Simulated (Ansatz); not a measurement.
## SiO2: 17O NMR of the central transition

Cell: a structure deposited in the COD whose atoms were relaxed with PBE, the cell held.

Space group P4_12_12 (No. 92); a = 4.9820, c = 6.9630 Å.

```
site  Wyckoff  site symmetry       x       y       z
  Si       4a            ..2  0.3039  0.3039  0.0000
   O       8b              1  0.2373  0.1140  0.1837
```

One atom of each set is listed.

The numbers come from a DFT calculation in Ansatz (PBE, plane waves and PAW, scalar-relativistic, 420 eV cutoff, Γ-centred 5×5×4 k-points, Fermi–Dirac smearing 0.02 eV).

17O has I = 5/2 and Q = -25.58 mb (Pyykkö 2018); at 28.2 T its Larmor frequency is ν₀ = 162.8 MHz. Only the quadrupole interaction is simulated: positions count from each site's isotropic chemical shift, and J coupling is left out, as are shift anisotropy and dipolar coupling, which fast spinning averages.

(1) What does the 17O spectrum (fast magic-angle spinning) show for each site?

## Answers

(1) 

```csv
site,first shell,C_Q (MHz),η,P_Q (MHz),δ_QIS (ppm),breadth (kHz)
O,"2 Si at 1.63 Å, angle 143°",-5.88,0.18,5.91,-7.90,2.90
```

δ_QIS = −(ν_Q²/30ν₀²)[I(I+1) − 3/4](1 + η²/3) × 10⁶ ppm with ν_Q = 3|C_Q|/[2I(2I−1)]; it falls as 1/B₀² in ppm, and the breadth as 1/B₀ in kHz.

At O V_zz runs parallel to the line that joins its two neighbours (within 1°).
